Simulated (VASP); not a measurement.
# Hg (Im-3m) in VASP: further runs, part 2 of 2

VASP 6.6.1.

### 4 Single point, LDA

This run uses another cell than the first one, of 20.65 Å³/atom, 0.920 times its volume.

Input file INCAR:

```
PREC = Accurate
ENCUT = 520
EDIFF = 1E-6
ISMEAR = -1
SIGMA = 0.1
LREAL = False
LASPH = True
NELM = 60
ALGO = Normal
ISIF = 2
LWAVE = False
LCHARG = False
NBANDS = 12
```

Input file KPOINTS:

```
Automatic mesh
0
Gamma
  14 14 14
```

Input file POSCAR:

```
Hg
1.0
   -1.7284393053      1.7284393053      1.7284393053
    1.7284393053     -1.7284393053      1.7284393053
    1.7284393053      1.7284393053     -1.7284393053
Hg
1
Direct
    0.0000000000      0.0000000000      0.0000000000
```

Potentials or basis: VASP PAW LDA potentials, release 64 (Hg).

On the command line:

```console
> cat potpaw_LDA.64/Hg/POTCAR > POTCAR
> mpirun -np 1 vasp_std > vasp.out
```

OUTCAR:

```text
PREC = Accurate
   ENCUT = 520
   EDIFF = 1E-6
   ISMEAR = -1
   LREAL = False
   LASPH = True
   NELM = 60
   ISIF = 2

 ion  position               nearest neighbor table
   1  0.000  0.000  0.000-

  LATTYP: Found a body centered cubic cell.
 ALAT       =     3.4568786106

  Lattice vectors:

 A1 = (  -1.7284393053,   1.7284393053,   1.7284393053)
 A2 = (   1.7284393053,  -1.7284393053,   1.7284393053)
 A3 = (   1.7284393053,   1.7284393053,  -1.7284393053)

Analysis of symmetry for initial positions (statically):
=====================================================================
 Subroutine PRICEL returns:
 Original cell was already a primitive cell.

 Routine SETGRP: Setting up the symmetry group for a
 body centered cubic supercell.

 Subroutine GETGRP returns: Found 48 space group operations
 (whereof 48 operations were pure point group operations)
 out of a pool of 48 trial point group operations.

The static configuration has the point symmetry O_h .

Analysis of symmetry for dynamics (positions and initial velocities):
=====================================================================
 Subroutine PRICEL returns:
 Original cell was already a primitive cell.

 Routine SETGRP: Setting up the symmetry group for a
 body centered cubic supercell.

 Subroutine GETGRP returns: Found 48 space group operations
 (whereof 48 operations were pure point group operations)
 out of a pool of 48 trial point group operations.

The dynamic configuration has the point symmetry O_h .

 Subroutine INISYM returns: Found 48 space group operations
 (whereof 48 operations are pure point group operations),
 and found     1 'primitive' translations

----------------------------------------------------------------------------------------

                                     Primitive cell

  volume of cell :      20.6549

  direct lattice vectors                    reciprocal lattice vectors
    -1.728439305  1.728439305  1.728439305     0.000000000  0.289278309  0.289278309
     1.728439305 -1.728439305  1.728439305     0.289278309  0.000000000  0.289278309
     1.728439305  1.728439305 -1.728439305     0.289278309  0.289278309  0.000000000

  length of vectors
     2.993744695  2.993744695  2.993744695     0.409101308  0.409101308  0.409101308

  position of ions in fractional coordinates (direct lattice)
     0.000000000  0.000000000  0.000000000

  ion indices of the primitive-cell ions
   primitive index   ion index
                 1           1

----------------------------------------------------------------------------------------

 KPOINTS: Automatic mesh

Automatic generation of k-mesh.
 Grid dimensions read from file:
 generate k-points for:   14   14   14

 Generating k-lattice:

  Cartesian coordinates                     Fractional coordinates (reciprocal lattice)
     0.000000000  0.020662736  0.020662736     0.071428571  0.000000000  0.000000000
     0.020662736  0.000000000  0.020662736     0.000000000  0.071428571  0.000000000
     0.020662736  0.020662736  0.000000000     0.000000000  0.000000000  0.071428571

  Length of vectors
     0.029221522  0.029221522  0.029221522

  Shift w.r.t. Gamma in fractional coordinates (k-lattice)
     0.000000000  0.000000000  0.000000000

 Subroutine IBZKPT returns following result:
 ===========================================

 Found    104 irreducible k-points:

 Following reciprocal coordinates:
            Coordinates               Weight
  0.000000  0.000000  0.000000      1.000000
  0.071429  0.000000  0.000000     12.000000
  0.142857  0.000000  0.000000     12.000000
  0.214286  0.000000  0.000000     12.000000
  0.285714  0.000000  0.000000     12.000000
  0.357143  0.000000  0.000000     12.000000
[... 16 lines left out ...]
  0.285714  0.285714  0.000000     24.000000
  0.357143  0.285714  0.000000     24.000000
 [... further k-points ...]
   k-points           NKPTS =    104   k-points in BZ     NKDIM =    104   number of bands    NBANDS=     12
   number of dos      NEDOS =    301   number of ions     NIONS =      1
   total plane-waves  NPLWV =  13824
   dimension x,y,z NGX =    24 NGY =   24 NGZ =   24
   dimension x,y,z NGXF=    48 NGYF=   48 NGZF=   48
   ions per type =               1
   NGX,Y,Z   is equivalent  to a cutoff of  13.33, 13.33, 13.33 a.u.
   NGXF,Y,Z  is equivalent  to a cutoff of  26.65, 26.65, 26.65 a.u.
 SYSTEM =  unknown system
   PREC   = accura    normal or accurate (medium, high low for compatibility)
   ISTART =      0    job   : 0-new  1-cont  2-samecut
   ICHARG =      2    charge: 1-file 2-atom 10-const
   ISPIN  =      1    spin polarized calculation?
   LNONCOLLINEAR =      F non collinear calculations
   LSORBIT =      F    spin-orbit coupling
   LASPH  =      T    aspherical Exc in radial PAW
   ENCUT  =  520.0 eV  38.22 Ry    6.18 a.u.   5.57  5.57  5.57*2*pi/ulx,y,z
   NELM   =     60;   NELMIN=  2; NELMDL= -5     # of ELM steps
   EDIFF  = 0.1E-05   stopping-criterion for ELM
   LREAL  =      F    real-space projection
   EDIFFG = 0.1E-04   stopping-criterion for IOM
   NSW    =      0    number of steps for IOM
   IBRION =     -1    ionic relax: 0-MD 1-quasi-New 2-CG
   NFREE  =      0    steps in history (QN), initial steepest desc. (CG)
   ISIF   =      2    stress and relaxation
   ISYM   =      2    0-nonsym 1-usesym 2-fastsym
   POTIM  = 0.5000    time-step for ionic-motion
   TEBEG  =    0.0;   TEEND  =   0.0 temperature during run
   PSTRESS=    0.0 pullay stress
   NELECT =      12.0000    total number of electrons
   NUPDOWN=      -1.0000    fix difference up-down
   EMIN   =  10.00;   EMAX   =-10.00  energy-range for DOS
   EFERMI =   0.00;   METHOD = LEGACY
   ISMEAR =    -1;   SIGMA  =   0.10  broadening in eV -4-tet -1-fermi 0-gaus
   EFERMI_NEDOS =   21; number of points for ismear=-14 and -15
   IALGO  =     38    algorithm
   IMIX   =      4    mixing-type and parameters
     AMIX     =   0.40;   BMIX     =  1.00
     AMIX_MAG =   1.60;   BMIX_MAG =  1.00
  volume/ion in A,a.u.               =      20.65       139.39
  Fermi-wavevector in a.u.,A,eV,Ry     =   1.366033  2.581428 25.389090  1.866046
  Thomas-Fermi vector in A             =   2.492209
   LORBIT       =      0    0 simple, 1 ext, 2 COOP (PROOUT), +10 PAW based schemes
   GGA     = CA    functional components
   LHFCALC =     F    Hartree Fock is set to
   AEXX    =    0.0000 exact exchange contribution
   IVDW    =     0    specifies the selected vdW correction
   LEPSILON=     F    determine dielectric tensor
   LRPA    =     F    only Hartree local field effects (RPA)
 non-spin polarized calculation
  energy-cutoff  :      520.00
  volume of cell :       20.65
 maximum number of plane-waves:       586
 NGX is ok and might be reduce to    24
   NGX = 11   NGY = 11   NGZ = 11

 number of electron      11.9999999 magnetization

 Free energy of the ion-electron system (eV)
  ---------------------------------------------------
  ext. energy  EPLUGINS =         0.00000000
  ---------------------------------------------------
  free energy    TOTEN  =        -0.90470122 eV

  energy without entropy =       -0.89531381  energy(sigma->0) =       -0.90000751

 E-fermi :   3.7407     XC(G=0): -11.9162

 val. band max:        3.6555986112   @ k =   0.4286   0.0714  -0.0000
 cond. band min:       3.8157097497   @ k =  -0.4286   0.5000   0.2857
 fundamental gap:      0.1601111384
 Fermi energy:         3.7407251074

 k-point     1 :       0.0000    0.0000    0.0000
  band No.  band energies     occupation
      1      -6.5616      2.00000
      2      -3.9091      2.00000
      3      -3.9091      2.00000
      4      -3.9091      2.00000
      5      -2.7325      2.00000
      6      -2.7325      2.00000
      7      19.2579      0.00000
      8      19.2579      0.00000
      9      19.2579      0.00000
     10      21.8950      0.00000
     11      21.8950      0.00000
     12      21.8950      0.00000

 k-point     2 :       0.0714    0.0000    0.0000
  band No.  band energies     occupation
      1      -6.4065      2.00000
      2      -3.9412      2.00000
      3      -3.8985      2.00000
      4      -3.8244      2.00000
      5      -2.7678      2.00000
      6      -2.7306      2.00000
      7      18.6893      0.00000
      8      19.1505      0.00000
      9      19.3448      0.00000
     10      20.6444      0.00000
     11      21.1942      0.00000
     12      21.2153      0.00000
[... 316 lines left out ...]
 k-point    24 :       0.3571    0.2857    0.0000
  band No.  band energies     occupation
      1      -4.6161      2.00000
      2      -3.9098      2.00000
      3      -3.5369      2.00000
      4      -2.7065      2.00000
      5      -2.5449      2.00000
      6       3.2505      1.98525
      7       4.9565      0.00001
      8       6.9604      0.00000
      9      14.3753      0.00000
     10      21.6730      0.00000
     11      22.5821      0.00000
     12      25.7999      0.00000

 [... further k-points ...]
[... 5 lines left out ...]
  --------------------------------------------------------------------------------------
  -------------------------------------------------------------------------------------
  Total        0.8756702      0.8756702      0.8756702     -0.0000000     -0.0000000     -0.0000000
  in kB       67.9248628     67.9248628     67.9248628     -0.0000000     -0.0000000     -0.0000000
  external PRESSURE =      67.9248628 kB  Pullay stress =       0.0000000 kB

 VOLUME and BASIS-vectors are now :
 -----------------------------------------------------------------------------
  energy-cutoff  :      520.00
  volume of cell :       20.65
      direct lattice vectors                 reciprocal lattice vectors
    -1.728439305  1.728439305  1.728439305     0.000000000  0.289278309  0.289278309
     1.728439305 -1.728439305  1.728439305     0.289278309  0.000000000  0.289278309
     1.728439305  1.728439305 -1.728439305     0.289278309  0.289278309  0.000000000

 POSITION                                       TOTAL-FORCE (eV/Angst)
 -----------------------------------------------------------------------------------
      0.00000      0.00000      0.00000         0.000000      0.000000      0.000000
 -----------------------------------------------------------------------------------
    total drift:                               -0.000000      0.000000      0.000000

  FREE ENERGIE OF THE ION-ELECTRON SYSTEM (eV)
  ---------------------------------------------------
  free  energy   TOTEN  =        -0.9047012179 eV

  energy  without entropy=       -0.8953138109  energy(sigma->0) =       -0.90000751
```

stdout:

```text
POSCAR found type information on POSCAR Hg
 POSCAR found :  1 types and       1 ions
 scaLAPACK will be used
 LDA part: xc-table for (Slater(with rela. corr.)+CA(PZ))
 , standard interpolation
 POSCAR, INCAR and KPOINTS ok, starting setup
 FFT: planning ... GRIDC
 FFT: planning ... GRID_SOFT
 FFT: planning ... GRID
 WAVECAR not read
 entering main loop
```

It took 9 s on 1 thread of AMD EPYC 9R45 (Zen 5), shared host; peak memory 0.11 GiB.

Results:

```yaml
Free_energy: -0.9047 eV
Pressure: 6.8 GPa
Band_gap_on_the_k_mesh: none (metal or under the smearing width)
```

Levels at points of the mesh, in eV from the Fermi level:
| k point | band 3 | band 4 | band 5 | band 6 | band 7 | band 8 | band 9 | band 10 |
| --- | --- | --- | --- | --- | --- | --- | --- | --- |
| (0.00, 0.00, 0.00) | -7.65 | -7.65 | -6.47 | -6.47 | 15.52 | 15.52 | 15.52 | 18.15 |
| (0.50, 0.00, 0.00) | -6.56 | -6.40 | -5.61 | -2.05 | -0.89 | 10.21 | 10.48 | 16.28 |
| (0.50, 0.50, 0.50) | -5.82 | -5.82 | -5.82 | 3.82 | 3.82 | 3.82 | 4.34 | 11.09 |

The run has no spin-orbit coupling, so splittings on Hg are missing.

### 5 Single point, LDA

This run uses another cell than the first one, of 24.25 Å³/atom, 1.080 times its volume.

Input file INCAR:

```
  PREC = Accurate
  ENCUT = 520
  EDIFF = 1E-6
  ISMEAR = -1
  SIGMA = 0.1
  LREAL = F
  LASPH = T
  NELM = 80
  ALGO = Normal
  ISIF = 2
  LWAVE = F
  LCHARG = F
  NBANDS = 12
```

Input file KPOINTS:

```
regular mesh
0
Gamma
  14 14 14
```

Input file POSCAR:

```
Hg
1.0
   -1.8233334936      1.8233334936      1.8233334936
    1.8233334936     -1.8233334936      1.8233334936
    1.8233334936      1.8233334936     -1.8233334936
Hg
1
Direct
    0.0000000000      0.0000000000      0.0000000000
```

Potentials or basis: VASP PAW LDA potentials, release 64 (Hg).

On the command line:

```console
> cat potpaw_LDA.64/Hg/POTCAR > POTCAR
> mpirun -np 1 vasp_std > vasp.out
```

OUTCAR:

```text
PREC = Accurate
   ENCUT = 520
   EDIFF = 1E-6
   ISMEAR = -1
   LREAL = F
   LASPH = T
   NELM = 80
   ISIF = 2

 ion  position               nearest neighbor table
   1  0.000  0.000  0.000-

  LATTYP: Found a body centered cubic cell.
 ALAT       =     3.6466669872

  Lattice vectors:

 A1 = (  -1.8233334936,   1.8233334936,   1.8233334936)
 A2 = (   1.8233334936,  -1.8233334936,   1.8233334936)
 A3 = (   1.8233334936,   1.8233334936,  -1.8233334936)

Analysis of symmetry for initial positions (statically):
=====================================================================
 Subroutine PRICEL returns:
 Original cell was already a primitive cell.

 Routine SETGRP: Setting up the symmetry group for a
 body centered cubic supercell.

 Subroutine GETGRP returns: Found 48 space group operations
 (whereof 48 operations were pure point group operations)
 out of a pool of 48 trial point group operations.

The static configuration has the point symmetry O_h .

Analysis of symmetry for dynamics (positions and initial velocities):
=====================================================================
 Subroutine PRICEL returns:
[... 159 lines left out ...]
 fundamental gap:      0.1777653067
 Fermi energy:         2.1665071893

 k-point     1 :       0.0000    0.0000    0.0000
  band No.  band energies     occupation
      1      -6.5797      2.00000
      2      -4.7101      2.00000
      3      -4.7101      2.00000
      4      -4.7101      2.00000
      5      -3.8425      2.00000
      6      -3.8425      2.00000
      7      17.3504      0.00000
      8      17.3504      0.00000
      9      17.3504      0.00000
     10      18.1425      0.00000
     11      18.1425      0.00000
     12      18.1425      0.00000
[... 331 lines left out ...]
 k-point    24 :       0.3571    0.2857   -0.0000
  band No.  band energies     occupation
      1      -5.1982      2.00000
      2      -4.6458      2.00000
      3      -4.3695      2.00000
      4      -3.8233      2.00000
      5      -3.7015      2.00000
      6       1.4482      1.99848
      7       3.5759      0.00000
      8       5.2999      0.00000
      9      12.0183      0.00000
     10      19.0592      0.00000
     11      19.9801      0.00000
     12      21.7187      0.00000

 [... further k-points ...]
[... 5 lines left out ...]
  --------------------------------------------------------------------------------------
  -------------------------------------------------------------------------------------
  Total       -0.3659910     -0.3659910     -0.3659910      0.0000000     -0.0000000      0.0000000
  in kB      -24.1836980    -24.1836980    -24.1836980      0.0000000     -0.0000000      0.0000000
  external PRESSURE =     -24.1836980 kB  Pullay stress =       0.0000000 kB

 VOLUME and BASIS-vectors are now :
 -----------------------------------------------------------------------------
  energy-cutoff  :      520.00
  volume of cell :       24.25
      direct lattice vectors                 reciprocal lattice vectors
    -1.823333494  1.823333494  1.823333494     0.000000000  0.274223011  0.274223011
     1.823333494 -1.823333494  1.823333494     0.274223011  0.000000000  0.274223011
     1.823333494  1.823333494 -1.823333494     0.274223011  0.274223011  0.000000000

 POSITION                                       TOTAL-FORCE (eV/Angst)
 -----------------------------------------------------------------------------------
      0.00000      0.00000      0.00000         0.000000     -0.000000      0.000000
 -----------------------------------------------------------------------------------
    total drift:                               -0.000000      0.000000      0.000000

  FREE ENERGIE OF THE ION-ELECTRON SYSTEM (eV)
  ---------------------------------------------------
  free  energy   TOTEN  =        -0.9346294549 eV

  energy  without entropy=       -0.9251970389  energy(sigma->0) =       -0.92991325
```

OSZICAR:

```text
N       E                     dE             d eps       ncg     rms          rms(c)
DAV:   1     0.723279590510E+02    0.72328E+02   -0.64541E+03  2648   0.952E+02
DAV:   2     0.268143116499E+00   -0.72060E+02   -0.68423E+02  2724   0.228E+02
DAV:   3    -0.981947341931E+00   -0.12501E+01   -0.12493E+01  2928   0.332E+01
DAV:   4    -0.983105996612E+00   -0.11587E-02   -0.11586E-02  2776   0.106E+00
DAV:   5    -0.983107587421E+00   -0.15908E-05   -0.15908E-05  2856   0.380E-02    0.339E+00
DAV:   6    -0.939860020867E+00    0.43248E-01   -0.10217E-01  2892   0.355E+00    0.257E+00
DAV:   7    -0.935263458245E+00    0.45966E-02   -0.10535E-02  2836   0.922E-01    0.120E+00
DAV:   8    -0.934625523870E+00    0.63793E-03   -0.91555E-04  2652   0.415E-01    0.385E-02
DAV:   9    -0.934628619226E+00   -0.30954E-05   -0.22004E-06  2628   0.165E-02    0.988E-03
DAV:  10    -0.934629454855E+00   -0.83563E-06   -0.95294E-07  2196   0.127E-02
   1 F= -.93462945E+00 E0= -.92991325E+00  d E =-.943242E-02
```

Wall time 9.6 s (1 thread of AMD EPYC 9R45 (Zen 5), shared host); peak memory 0.12 GiB.

What came out:

| Quantity | Value |
| --- | --- |
| Free energy | -0.9346 eV |
| Pressure | -2.4 GPa |
| Band gap on the k mesh | none (metal or under the smearing width) |

Levels at points of the mesh, in eV from the Fermi level:
```tsv
k point	band 2	band 3	band 4	band 5	band 6	band 7	band 8	band 9	band 10	band 11
(0.00, 0.00, 0.00)	-6.88	-6.88	-6.88	-6.01	-6.01	15.18	15.18	15.18	15.98	15.98
(0.50, 0.00, 0.00)	-7.32	-6.08	-5.97	-5.38	-1.19	-1.18	9.39	10.15	14.64	15.48
(0.50, 0.50, 0.50)	-7.56	-5.54	-5.54	-5.54	3.16	3.90	3.90	3.90	10.18	10.18
```

The run has no spin-orbit coupling, so splittings on Hg are missing.

### 6 Overview

| spin | cell | k mesh | gap on the mesh (eV) | pressure (GPa) |
| --- | --- | --- | --- | --- |
| off | Im-3m, 22.45 Å³/atom | 20 × 20 × 20 | none | 0.7 |
| non-collinear, zero start, SOC | Im-3m, 22.45 Å³/atom | 12 × 12 × 12 | - | -0.3 |
| off | Im-3m, 20.65 Å³/atom | 14 × 14 × 14 | none | 6.8 |
| off | Im-3m, 24.25 Å³/atom | 14 × 14 × 14 | none | -2.4 |

Alike in all rows: task single point; level LDA; potentials or basis VASP PAW LDA potentials, release 64 (Hg); cutoff (eV) 520; smearing fermi-dirac 0.1 eV.

Every run on the cell as given and a fine mesh finds a metal.

Absolute energies hang on the potentials; compare differences alone.
